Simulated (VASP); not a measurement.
# W (Im-3m) in VASP: a series of runs

The runs below take W through relaxation of cell and atoms, with PBEsol.

Everything below comes from runs of VASP 6.6.1. Logs are shortened: lines on timing, memory, paths and dates and some standing lists are left out, and cuts for length are marked.

## Step 1: The crystal as given

Symmetry: Im-3m, No. 229, cubic system. Conventional cell: a = 3.165 Å, b = 3.165 Å, c = 3.165 Å, α = 90.00°, β = 90.00°, γ = 90.00°. W (site symmetry m-3m) is surrounded by 8 W at 2.74 Å.

## Step 2: Relaxation of cell and atoms, PBEsol

Contents of INCAR:

```
SYSTEM = W
PREC     = Accurate       ! precision mode
ENCUT    = 520            ! plane-wave cutoff, eV
EDIFF    = 1E-7           ! SCF threshold, eV
ISMEAR   = 0              ! smearing method
SIGMA    = 0.1            ! smearing width, eV
LREAL    = .FALSE.        ! projectors in reciprocal space
LASPH    = .TRUE.         ! aspherical terms in the spheres
NELM     = 100            ! most SCF steps
ALGO     = Fast           ! electronic algorithm
ISIF     = 3              ! what is computed and relaxed
LWAVE    = .FALSE.        ! write WAVECAR
LCHARG   = .FALSE.        ! write CHGCAR
GGA      = PS             ! functional
IBRION   = 2              ! ionic algorithm
NSW      = 80             ! ionic steps
EDIFFG   = -0.002         ! ionic threshold
```

Contents of KPOINTS:

```
regular mesh
0
G
  18 18 18
  0 0 0
```

Contents of POSCAR:

```
W
1.0
   -1.5823450000      1.5823450000      1.5823450000
    1.5823450000     -1.5823450000      1.5823450000
    1.5823450000      1.5823450000     -1.5823450000
W
1
Direct
    0.0000000000      0.0000000000      0.0000000000
```

Potentials or basis: VASP PAW PBE potentials, release 64 (W_sv).

The run is started by

```
$ cat potpaw_PBE.64/W_sv/POTCAR > POTCAR
$ mpirun -np 1 vasp_std > vasp.out
```

OUTCAR:

```text
SYSTEM = W
   PREC = Accurate
   ENCUT = 520
   EDIFF = 1E-7
   ISMEAR = 0
   LREAL = .FALSE.
   LASPH = .TRUE.
   NELM = 100
   ISIF = 3
   GGA = PS
   IBRION = 2
   NSW = 80
   EDIFFG = -0.002

 ion  position               nearest neighbor table
   1  0.000  0.000  0.000-

  LATTYP: Found a body centered cubic cell.
 ALAT       =     3.1646900000

  Lattice vectors:

 A1 = (  -1.5823450000,   1.5823450000,   1.5823450000)
 A2 = (   1.5823450000,  -1.5823450000,   1.5823450000)
 A3 = (   1.5823450000,   1.5823450000,  -1.5823450000)

Analysis of symmetry for initial positions (statically):
=====================================================================
 Subroutine PRICEL returns:
 Original cell was already a primitive cell.

 Routine SETGRP: Setting up the symmetry group for a
 body centered cubic supercell.

 Subroutine GETGRP returns: Found 48 space group operations
 (whereof 48 operations were pure point group operations)
 out of a pool of 48 trial point group operations.

The static configuration has the point symmetry O_h .

Analysis of symmetry for dynamics (positions and initial velocities):
=====================================================================
 Subroutine PRICEL returns:
 Original cell was already a primitive cell.

 Routine SETGRP: Setting up the symmetry group for a
 body centered cubic supercell.

 Subroutine GETGRP returns: Found 48 space group operations
 (whereof 48 operations were pure point group operations)
 out of a pool of 48 trial point group operations.

The dynamic configuration has the point symmetry O_h .

 Subroutine INISYM returns: Found 48 space group operations
 (whereof 48 operations are pure point group operations),
 and found     1 'primitive' translations

----------------------------------------------------------------------------------------

                                     Primitive cell

  volume of cell :      15.8476

  direct lattice vectors                    reciprocal lattice vectors
    -1.582345000  1.582345000  1.582345000     0.000000000  0.315986716  0.315986716
     1.582345000 -1.582345000  1.582345000     0.315986716  0.000000000  0.315986716
     1.582345000  1.582345000 -1.582345000     0.315986716  0.315986716  0.000000000

  length of vectors
     2.740701935  2.740701935  2.740701935     0.446872699  0.446872699  0.446872699

  position of ions in fractional coordinates (direct lattice)
     0.000000000  0.000000000  0.000000000

  ion indices of the primitive-cell ions
   primitive index   ion index
                 1           1

----------------------------------------------------------------------------------------

 KPOINTS: regular mesh

Automatic generation of k-mesh.
 Grid dimensions read from file:
 generate k-points for:   18   18   18

 Generating k-lattice:

  Cartesian coordinates                     Fractional coordinates (reciprocal lattice)
     0.000000000  0.017554818  0.017554818     0.055555556  0.000000000  0.000000000
     0.017554818  0.000000000  0.017554818     0.000000000  0.055555556  0.000000000
     0.017554818  0.017554818  0.000000000     0.000000000  0.000000000  0.055555556

  Length of vectors
     0.024826261  0.024826261  0.024826261

  Shift w.r.t. Gamma in fractional coordinates (k-lattice)
     0.000000000  0.000000000  0.000000000

 Subroutine IBZKPT returns following result:
 ===========================================

 Found    195 irreducible k-points:

 Following reciprocal coordinates:
            Coordinates               Weight
  0.000000  0.000000  0.000000      1.000000
  0.055556  0.000000  0.000000     12.000000
  0.111111  0.000000  0.000000     12.000000
  0.166667  0.000000  0.000000     12.000000
  0.222222  0.000000  0.000000     12.000000
  0.277778  0.000000  0.000000     12.000000
[... 16 lines left out ...]
  0.333333  0.111111 -0.000000     48.000000
  0.388889  0.111111  0.000000     48.000000
 [... further k-points ...]
   k-points           NKPTS =    195   k-points in BZ     NKDIM =    195   number of bands    NBANDS=     11
   number of dos      NEDOS =    301   number of ions     NIONS =      1
   total plane-waves  NPLWV =   8000
   dimension x,y,z NGX =    20 NGY =   20 NGZ =   20
   dimension x,y,z NGXF=    40 NGYF=   40 NGZF=   40
   ions per type =               1
   NGX,Y,Z   is equivalent  to a cutoff of  12.13, 12.13, 12.13 a.u.
   NGXF,Y,Z  is equivalent  to a cutoff of  24.26, 24.26, 24.26 a.u.
 SYSTEM =  W
   PREC   = accura    normal or accurate (medium, high low for compatibility)
   ISTART =      0    job   : 0-new  1-cont  2-samecut
   ICHARG =      2    charge: 1-file 2-atom 10-const
   ISPIN  =      1    spin polarized calculation?
   LNONCOLLINEAR =      F non collinear calculations
   LSORBIT =      F    spin-orbit coupling
   LASPH  =      T    aspherical Exc in radial PAW
   ENCUT  =  520.0 eV  38.22 Ry    6.18 a.u.   5.10  5.10  5.10*2*pi/ulx,y,z
   NELM   =    100;   NELMIN=  2; NELMDL= -5     # of ELM steps
   EDIFF  = 0.1E-06   stopping-criterion for ELM
   LREAL  =      F    real-space projection
   EDIFFG = -.2E-02   stopping-criterion for IOM
   NSW    =     80    number of steps for IOM
   IBRION =      2    ionic relax: 0-MD 1-quasi-New 2-CG
   NFREE  =      1    steps in history (QN), initial steepest desc. (CG)
   ISIF   =      3    stress and relaxation
   ISYM   =      2    0-nonsym 1-usesym 2-fastsym
   POTIM  = 0.5000    time-step for ionic-motion
   TEBEG  =    0.0;   TEEND  =   0.0 temperature during run
   PSTRESS=    0.0 pullay stress
   NELECT =      14.0000    total number of electrons
   NUPDOWN=      -1.0000    fix difference up-down
   EMIN   =  10.00;   EMAX   =-10.00  energy-range for DOS
   EFERMI =   0.00;   METHOD = LEGACY
   ISMEAR =     0;   SIGMA  =   0.10  broadening in eV -4-tet -1-fermi 0-gaus
   EFERMI_NEDOS =   21; number of points for ismear=-14 and -15
   IALGO  =     68    algorithm
   IMIX   =      4    mixing-type and parameters
     AMIX     =   0.40;   BMIX     =  1.00
     AMIX_MAG =   1.60;   BMIX_MAG =  1.00
  volume/ion in A,a.u.               =      15.85       106.94
  Fermi-wavevector in a.u.,A,eV,Ry     =   1.570832  2.968442 33.572544  2.467512
  Thomas-Fermi vector in A             =   2.672506
   LORBIT       =      0    0 simple, 1 ext, 2 COOP (PROOUT), +10 PAW based schemes
   GGA     = PS    functional components
   LHFCALC =     F    Hartree Fock is set to
   AEXX    =    0.0000 exact exchange contribution
   IVDW    =     0    specifies the selected vdW correction
   LEPSILON=     F    determine dielectric tensor
   LRPA    =     F    only Hartree local field effects (RPA)
 conjugate gradient relaxation of ions
 non-spin polarized calculation
 RMM-DIIS sequential band-by-band and
 Gauss-broadening in eV      SIGMA  =   0.10
  energy-cutoff  :      520.00
  volume of cell :       15.85
 maximum number of plane-waves:       440
   NGX = 11   NGY = 11   NGZ = 11

--------------------------------------- Ionic step        1  -------------------------------------------

 number of electron      14.0000004 magnetization

 Free energy of the ion-electron system (eV)
  ---------------------------------------------------
  ext. energy  EPLUGINS =         0.00000000
  ---------------------------------------------------
  free energy    TOTEN  =       -13.80067912 eV

  energy without entropy =      -13.79720872  energy(sigma->0) =      -13.79894392

------------------------ aborting loop because EDIFF is reached ----------------------------------------

  FORCE on cell =-STRESS in cart. coord.  units (eV):
  Direction    XX          YY          ZZ          XY          YZ          ZX
  --------------------------------------------------------------------------------------
  -------------------------------------------------------------------------------------
  Total       -0.2493713     -0.2493713     -0.2493713      0.0000000      0.0000000     -0.0000000
  in kB      -25.2112016    -25.2112016    -25.2112016      0.0000000      0.0000000     -0.0000000
  external PRESSURE =     -25.2112016 kB  Pullay stress =       0.0000000 kB

 VOLUME and BASIS-vectors are now :
 -----------------------------------------------------------------------------
  energy-cutoff  :      520.00
  volume of cell :       15.85
      direct lattice vectors                 reciprocal lattice vectors
    -1.582345000  1.582345000  1.582345000     0.000000000  0.315986716  0.315986716
     1.582345000 -1.582345000  1.582345000     0.315986716  0.000000000  0.315986716
     1.582345000  1.582345000 -1.582345000     0.315986716  0.315986716  0.000000000
[... 141 lines left out ...]
 POSITION                                       TOTAL-FORCE (eV/Angst)
 -----------------------------------------------------------------------------------
      3.15663      0.00000      0.00000         0.000000     -0.000000      0.000000
 -----------------------------------------------------------------------------------
    total drift:                                0.000000     -0.000000     -0.000000

  FREE ENERGIE OF THE ION-ELECTRON SYSTEM (eV)
  ---------------------------------------------------
  free  energy   TOTEN  =       -13.8016726645 eV

  energy  without entropy=      -13.7982324036  energy(sigma->0) =      -13.79995253

--------------------------------------- Ionic step        6  -------------------------------------------

 number of electron      14.0000004 magnetization

 Free energy of the ion-electron system (eV)
  ---------------------------------------------------
  ext. energy  EPLUGINS =         0.00000000
  ---------------------------------------------------
  free energy    TOTEN  =       -13.80167347 eV

  energy without entropy =      -13.79823392  energy(sigma->0) =      -13.79995369

 E-fermi :  11.3846     XC(G=0): -13.8068

 val. band max:       11.3761241207   @ k =  -0.1667   0.1667   0.0556
 cond. band min:      11.3853354659   @ k =  -0.2778   0.3333   0.2222
 fundamental gap:      0.0092113453
 Fermi energy:        11.3846223265

 k-point     1 :       0.0000    0.0000    0.0000
  band No.  band energies     occupation
      1     -62.7409      2.00000
      2     -26.2867      2.00000
      3     -26.2867      2.00000
      4     -26.2867      2.00000
      5       1.6941      2.00000
      6      10.1451      2.00000
      7      10.1451      2.00000
      8      10.1451      2.00000
      9      13.6482      0.00000
     10      13.6482      0.00000
     11      25.9523      0.00000

 k-point     2 :       0.0556    0.0000    0.0000
  band No.  band energies     occupation
      1     -62.7367      2.00000
      2     -26.3302      2.00000
      3     -26.3002      2.00000
      4     -26.2869      2.00000
      5       1.8460      2.00000
      6      10.0521      2.00000
      7      10.1246      2.00000
      8      10.2914      2.00000
      9      13.4976      0.00000
     10      13.6489      0.00000
     11      26.0835      0.00000
[... 295 lines left out ...]
 k-point    24 :       0.3889    0.1111    0.0000
  band No.  band energies     occupation
      1     -62.6010      2.00000
      2     -27.5339      2.00000
      3     -26.7544      2.00000
      4     -26.3533      2.00000
      5       5.4965      2.00000
      6       7.9362      2.00000
      7      10.8211      2.00000
      8      13.4287      0.00000
      9      14.7760      0.00000
     10      17.9105      0.00000
     11      22.4185      0.00000

 [... further k-points ...]

------------------------ aborting loop because EDIFF is reached ----------------------------------------

  FORCE on cell =-STRESS in cart. coord.  units (eV):
  Direction    XX          YY          ZZ          XY          YZ          ZX
  --------------------------------------------------------------------------------------
  -------------------------------------------------------------------------------------
  Total        0.0002463      0.0002463      0.0002463     -0.0000000      0.0000000     -0.0000000
  in kB        0.0251001      0.0251001      0.0251001     -0.0000000      0.0000000     -0.0000000
  external PRESSURE =       0.0251001 kB  Pullay stress =       0.0000000 kB

 VOLUME and BASIS-vectors are now :
 -----------------------------------------------------------------------------
  energy-cutoff  :      520.00
  volume of cell :       15.72
      direct lattice vectors                 reciprocal lattice vectors
    -1.578206647  1.578206647  1.578206647     0.000000000  0.316815292  0.316815292
     1.578206647 -1.578206647  1.578206647     0.316815292  0.000000000  0.316815292
     1.578206647  1.578206647 -1.578206647     0.316815292  0.316815292  0.000000000

 POSITION                                       TOTAL-FORCE (eV/Angst)
 -----------------------------------------------------------------------------------
     -0.00000      0.00000      0.00000        -0.000000     -0.000000     -0.000000
 -----------------------------------------------------------------------------------
    total drift:                                0.000000     -0.000000      0.000000

  FREE ENERGIE OF THE ION-ELECTRON SYSTEM (eV)
  ---------------------------------------------------
  free  energy   TOTEN  =       -13.8016734716 eV

  energy  without entropy=      -13.7982339154  energy(sigma->0) =      -13.79995369

 reached required accuracy - stopping structural energy minimisation
```

It took 53 s on 1 thread of Intel Xeon 6975P-C (Granite Rapids), shared host; peak memory 0.15 GiB.

What came out:

* Free energy: -13.8017 eV
* Relaxed volume: 15.72 Å³/atom
* Relaxed cell: a = 2.734 Å, b = 2.734 Å, c = 2.734 Å, α = 109.47°, β = 109.47°, γ = 109.47°
* Space group after relaxing (to 0.05 Å): Im-3m (No. 229)
* Energy gained by relaxing: 1.0 meV/atom
* Ionic steps: 6
* Pressure after relaxing: 0.0 GPa
* Band gap on the k mesh: none (metal or under the smearing width)

Step by step:
| step | energy change (eV) | largest force (eV/Å) | pressure (GPa) | volume (Å³) |
| --- | --- | --- | --- | --- |
| 1 | 0.0000 | 0.0000 | -2.52 | 15.85 |
| 2 | 0.0123 | 0.0000 | 9.95 | 15.28 |
| 3 | -0.0010 | 0.0000 | -0.02 | 15.73 |
| 4 | -0.0010 | 0.0000 | 0.02 | 15.72 |
| 5 | -0.0010 | 0.0000 | -0.07 | 15.73 |
| 6 | -0.0010 | 0.0000 | 0.00 | 15.72 |

Final structure:
```
W
1.0
    -1.57821    1.57821    1.57821
     1.57821   -1.57821    1.57821
     1.57821    1.57821   -1.57821
W
1
Cartesian
  0.0000 0.0000 0.0000
```

Caveat: the PAW data sets were made with another functional, which shifts forces and pressure a little. Spin-orbit coupling is left out, which matters for the levels of W.

## Step 3: Relaxation of cell and atoms, PBEsol

This run uses another cell than the first one, of 15.72 Å³/atom, 0.992 times its volume.

INCAR is that of step 2.

KPOINTS is that of step 2.

Contents of POSCAR:

```
W                                       
1.0
   -1.5782066472      1.5782066472      1.5782066472
    1.5782066472     -1.5782066472      1.5782066472
    1.5782066472      1.5782066472     -1.5782066472
  W             
     1
Direct
     0.0000000000000000    0.0000000000000000    0.0000000000000000
```

Potentials or basis: VASP PAW PBE potentials, release 64 (W_sv).

The run is started by

```
$ cat potpaw_PBE.64/W_sv/POTCAR > POTCAR
$ mpirun -np 1 vasp_std > vasp.out
```

It took 17 s on 1 thread of Intel Xeon 6975P-C (Granite Rapids), shared host; peak memory 0.14 GiB.

It converged, with:

```yaml
Free_energy: -13.8016 eV
Pressure_after_relaxing: 0.0 GPa
Band_gap_on_the_k_mesh: none (metal or under the smearing width)
```

Final structure:
```yaml
crystal:
  lattice:
    - [-1.57821, 1.57821, 1.57821]
    - [1.57821, -1.57821, 1.57821]
    - [1.57821, 1.57821, -1.57821]
  atoms:
    - { symbol: W, position: [0.00000, 0.00000, 0.00000] }
```

Levels at points of the mesh, in eV from the Fermi level:
```
           k point  band 4  band 5  band 6  band 7  band 8  band 9  band 10  band 11
(0.00, 0.00, 0.00)  -37.67   -9.69   -1.24   -1.24   -1.24    2.26     2.26    14.57
(0.50, 0.00, 0.00)  -37.68   -6.34   -3.60    0.73    2.17    3.15     6.25    11.53
(0.50, 0.50, 0.50)  -38.60   -5.91   -5.91    5.25    5.25    5.25     8.33     8.33
```

Caveat: the relaxation stopped at its first step, so nothing moved; the PAW data sets were made with another functional, which shifts forces and pressure a little.
